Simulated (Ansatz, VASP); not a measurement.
# One calculation of F, two programs

```
F
1.0
     2.46042    0.00000    0.00000
    -1.23021    2.13079    0.00000
     0.00000    0.00000    1.66158
F
1
Direct
  0.00000 0.00000 0.00000
```

Alike in both runs: functional PBE; k mesh 19 × 19 × 17; occupations fermi-dirac, width 0.08 eV; no spin polarisation.

Ansatz relaxed the structure, and its values are those at the end. VASP's run is a single point on that final structure, the one shown.

|  | VASP | Ansatz |
| --- | --- | --- |
| version | VASP 6.6.1 | Ansatz 0.2.0 |
| potentials or method | VASP PAW PBE potentials, release 64 (F) | PAW with Ansatz's default frozen-core files, scalar-relativistic |
| plane-wave cutoff (eV) | 520 | 420 |
| valence electrons in the cell | 7 | 7 |

Ansatz gave:

```
pressure (GPa) : 23.0
```

What did VASP give for the same quantities?

Pressure (GPa): 22.3.

Caveats: so large a pressure means that the cell lies far from this level's equilibrium, or that cutoff or potentials fall short (VASP); an odd number of electrons without spin polarisation forces a metal; a magnetic or distorted state may lie lower.
